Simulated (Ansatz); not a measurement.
**Energy landscape near a SnSe structure**

Method: DFT PBE, scalar-relativistic, plane waves, PAW in Ansatz 0.2.0.

Settings: cutoff 420 eV, Γ-centred mesh 8×8×6 on the computed 4-atom cell, Gaussian smearing of 0.02 eV; no spin polarisation.

Reference cell:

```
Sn Se
1.0
     2.15500   -5.85250    0.00000
     2.15500    5.85250    0.00000
     0.00000    0.00000    4.31800
Sn Se
2 2
Direct
  0.88000 0.12000 0.25000
  0.12000 0.88000 0.75000
  0.64400 0.35600 0.25000
  0.35600 0.64400 0.75000
```

Each variant moves atoms of this cell by the vectors given, if any (Å), and then applies a symmetric strain (tensor components, Cartesian axes). The reference cell isn't relaxed at this level. Energies are per atom at zero smearing, counted from the lowest variant. Pressure is positive in compression.

1. strain (xx yy zz yz xz xy, %) 3.93 3.82 2.38 0.69 0.00 0.00; moves: Sn1 (-0.027, -0.007, -0.069); Sn2 (-0.027, 0.007, 0.069); Se3 (0.027, 0.025, -0.017); Se4 (0.027, -0.025, 0.017)
2. no strain; moves: Se4 (0.110, 0.108, 0.164)
3. no strain; moves: Sn1 (0.045, 0.000, 0.000)

```csv
variant,ΔE (meV/atom),P (GPa),largest force (eV/Å),gap on mesh (eV),space group
1,52.7,-4.46,0.73,0.42,C2
2,10.9,0.37,0.55,0.49,P1
3,0.0,-0.50,0.27,0.32,Pm
```

This form isn't the usual stable structure of the compound, though it has been observed.